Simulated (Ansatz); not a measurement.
Si2Mo:

```
Mo Si
1.0
    -1.60000    1.60000    3.93050
     1.60000   -1.60000    3.93050
     1.60000    1.60000   -3.93050
Mo Si
1 2
Direct
  0.00000 0.00000 0.00000
  0.66700 0.66700 0.00000
  0.33300 0.33300 0.00000
```

Program: Ansatz 0.2.0. Alike in all runs: potentials or basis Ansatz PAW; no spin polarisation; cell as given; cutoff (eV) 420.

**Question.** Order these runs on this cell by their pressure, lowest first.
A. level PBE; k mesh 12 × 12 × 12; smearing gaussian 0.03 eV; mesh quality not flagged
B. level HSE03; k mesh 6 × 6 × 6; smearing fermi-dirac 0.05 eV; points for each segment of the path 4; mesh quality coarse
C. level HSEsol; k mesh 6 × 6 × 6; smearing fermi-dirac 0.05 eV; points for each segment of the path 4; mesh quality coarse

**Answer.** C (-6.9 GPa), B (-3.2 GPa), A (2.2 GPa).

Caveats: some runs use coarse meshes; the PAW data sets come from PBE, with cores solved anew for the run's functional, which leaves a small shift of forces and pressure (some runs); the thresholds are loose for stress (some runs).
